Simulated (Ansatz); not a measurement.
## MgO: changing the choice of potentials or basis

```
Mg O
1.0
     0.00000    2.09700    2.09700
     2.09700    0.00000    2.09700
     2.09700    2.09700    0.00000
Mg O
1 1
Cartesian
  0.0000 0.0000 0.0000
  2.0970 2.0970 2.0970
```

Kept alike: task band structure; functional PBEsol; k mesh 11 × 11 × 11; occupations fermi-dirac, width 0.05 eV; no spin polarisation. Program: Ansatz. Cutoffs run from 420 to 1380 eV. The mesh is that of the run's cell of 2 atoms. No spin-orbit coupling.

```csv
choice of potentials or basis,band gap (eV)
Ansatz PAW,4.759
Ansatz PAW (files of its older set among them),4.763
JTH PAW,4.764
PseudoDojo standard (PBEsol files),4.791
PseudoDojo stringent (PBEsol files),4.782
```

Gaps are the smaller of the mesh's and the band path's.

Problem. What does the choice of potentials or basis change here?

Solution. The band gap runs from 4.759 (Ansatz PAW) to 4.791 eV (PseudoDojo standard (PBEsol files)). Measured: 7.83 eV (arxiv:0908.1581). Semilocal gaps run low as a rule. The gap moves here only through the cell or the potentials.
